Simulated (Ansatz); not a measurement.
A plane-wave DFT run in Ansatz 0.2.0 (scalar-relativistic PAW potentials unless the input names others): input and command.

```yaml
crystal:
  lattice:
    - [4.2906738628, -3.78660752, -0.0094185371]
    - [4.2906738628, 3.78660752, -0.0094185371]
    - [-0.0317518223, 0.0, 5.161905408]
  atoms:
    - { symbol: P, position: [0.8512742797, 0.8512742797, 0.2375644293] }
    - { symbol: P, position: [0.1487257203, 0.1487257203, 0.7624355707] }
    - { symbol: P, position: [0.7191783959, 0.7191783959, 0.5855434286] }
    - { symbol: P, position: [0.2808216041, 0.2808216041, 0.4144565714] }
    - { symbol: P, position: [0.5015958456, 0.7783891987, 0.2493767515] }
    - { symbol: P, position: [0.2216108013, 0.4984041544, 0.7506232485] }
    - { symbol: P, position: [0.4984041544, 0.2216108013, 0.7506232485] }
    - { symbol: P, position: [0.7783891987, 0.5015958456, 0.2493767515] }
basis:
  ecutwfc: 420
kpoints:
  mp_grid: { grid: [6, 6, 6] }
hamiltonian:
  xc: pbesol
scf:
  occupations: { method: fixed }
  max_iter: 100
output:
  forces: true
  eigenvalues: true
  stress: true
```

```bash
ansatz run input.yaml --threads 2 --pin off --max-ram 5120MiB --backend cpu --events-out ev --progress --plain --runs-dir out
```

Abridged log:
```
Basis set: ecut = 420 eV, 3287 PW (Γ), exchange–correlation on 80×80×72 points (8 copies of the dense FFT grid, shifted against one another)
Bands: 28, of which v1, the nominal top of the filled ones, is band 20 counted from 1 (19 counted from 0)
Symmetry: 4 space group operations
k-points: 68 of 216
SCF iter   1: F=—  HF=-5918.057343 eV  |F-HF|=—  |Δ(HF+E_count)|=         —  Δρ=1.04e-2  dr2=4.27e-1  ethr=1.77e-3  ⟨swp⟩=6.6  Hψ=10254  notcnv=0  defer=371
SCF iter   2: F=—  HF=-5917.947702 eV  |F-HF|=—  |Δ(HF+E_count)|=   1.10e-1  Δρ=4.46e-3  dr2=7.39e-2  ethr=1.07e-3  ⟨swp⟩=3.0  Hψ=3348  notcnv=0  defer=398
SCF iter   3: F=—  HF=-5917.925017 eV  |F-HF|=—  |Δ(HF+E_count)|=   2.27e-2  Δρ=1.02e-3  dr2=2.06e-3  ethr=1.85e-4  ⟨swp⟩=3.5  Hψ=3624  notcnv=0  defer=339
automatic band count: iteration 3 solves 27 bands in place of 28: the levels show a gap, and the empty bands left out lie too high to hold charge; the band table lists the bands solved (type scf.n_extra_bands for more)
SCF iter   4: F=—  HF=-5917.924924 eV  |F-HF|=—  |Δ(HF+E_count)|=   9.38e-5  Δρ=2.98e-4  dr2=3.77e-4  ethr=5.14e-6  ⟨swp⟩=2.6  Hψ=3513  notcnv=0  defer=340
SCF iter   5: F=—  HF=-5917.924865 eV  |F-HF|=—  |Δ(HF+E_count)|=   5.91e-5  Δρ=9.05e-5  dr2=1.93e-5  ethr=9.42e-7  ⟨swp⟩=2.3  Hψ=2970  notcnv=0  defer=339
SCF iter   6: F=—  HF=-5917.924861 eV  |F-HF|=—  |Δ(HF+E_count)|=   3.26e-6  Δρ=3.24e-5  dr2=3.82e-6  ethr=4.81e-8  ⟨swp⟩=3.0  Hψ=3660  notcnv=0  defer=334
SCF iter   7: F=—  HF=-5917.924860 eV  |F-HF|=—  |Δ(HF+E_count)|=   1.08e-6  Δρ=6.47e-6  dr2=1.08e-7  ethr=9.54e-9  ⟨swp⟩=2.4  Hψ=3172  notcnv=0  defer=326
SCF iter   8: F=-5917.924860 eV  HF=-5917.924860 eV  |F-HF|=6.15e-10  |Δ(HF+E_count)|=   9.62e-9  Δρ=1.53e-6  dr2=4.80e-9  ethr=2.50e-10  ⟨swp⟩=17.3  Hψ=14901  notcnv=0
SCF 1 converged in 8 iterations: F = -5917.924860 eV  dr2 = 4.80e-9
SCF converged after 8 iterations
Free energy (F): -5917.924860 eV
Harris-Foulkes:  -5917.924860 eV  (|F-HF|=6.15e-10)
Internal energy: -5917.924860 eV  (E = F + TS)
E sigma→0 (E₀):  -5917.924860 eV
Fermi energy:    4.700596 eV
--- Forces (eV/Å), atoms counted from 1 ---
  atom   1  P      2.93786523     0.00000000    -0.73746696
  atom   2  P     -2.93786523     0.00000000     0.73746696
  atom   3  P      0.11764169     0.00000000     1.89033708
  atom   4  P     -0.11764169     0.00000000    -1.89033708
  atom   5  P     -1.51489444     2.52011956    -0.64817368
  atom   6  P      1.51489444     2.52011956     0.64817368
  atom   7  P      1.51489444    -2.52011956     0.64817368
  atom   8  P     -1.51489444    -2.52011956    -0.64817368
--- Stress (GPa, compression-positive) ---
       11.908737       0.000000      -0.092298
        0.000000      11.902106       0.000000
       -0.092298       0.000000       7.507226
  P = ⅓ Tr σ = 10.4394 GPa (104.394 kbar)
```

One setting here is unusual or wrong in general: fixed occupations typed without regard to the gap (scf.occupations: {"method": "gaussian", "width": 0.05} → {"method": "fixed"}). For this cell it did little harm to the result: the run converged in 8 SCF iterations (reference: 8) with an energy at zero smearing within 0.01 meV/atom of the reference's, pressure 10.44 GPa, largest force 3.029 eV/Å, gap on the mesh 1.96 eV. A reference run from the same start on usual settings converged with pressure 10.44 GPa, largest force 3.029 eV/Å, gap on the mesh 1.96 eV.

It took 13 s on 2 threads of Arm Neoverse V1, on a shared host, peak memory 0.52 GiB.